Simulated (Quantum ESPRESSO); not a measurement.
## PbS (Galena): zone-centre phonons under several settings

```
CELL_PARAMETERS angstrom
0.00000 2.96575 2.96575
2.96575 0.00000 2.96575
2.96575 2.96575 0.00000
ATOMIC_POSITIONS crystal
Pb 0.00000 0.00000 0.00000
S 0.50000 0.50000 0.50000
```

All runs used Quantum ESPRESSO 7.5; potentials PseudoDojo 0.4.1 SR PBE standard; k mesh 8 × 8 × 8, shifted; no spin polarisation; cutoff 762 eV; occupations smeared at first, fixed for the response.

```csv
level,geometry,volume (Å³/atom),pressure (GPa),lowest optical mode without the field (cm⁻¹),sum of the Born charges (e)
WC,relaxed cell,25.79,0.0,79,0.01
RPBE,"given cell, atoms relaxed",26.09,?,?,?
```

Question: What stands in the row left open?

Answer: Pressure 4.1 GPa; lowest optical mode without the field 85 cm⁻¹; sum of the Born charges 0.00 e.

Caveats: the potentials were made for another functional, which shifts forces and pressure; the cell is more than 3 GPa from zero pressure, which shifts response properties (some runs).

For the row left open. Caveat: the potentials were made for another functional, which shifts forces and pressure; the cell is more than 3 GPa from zero pressure, which shifts response properties.
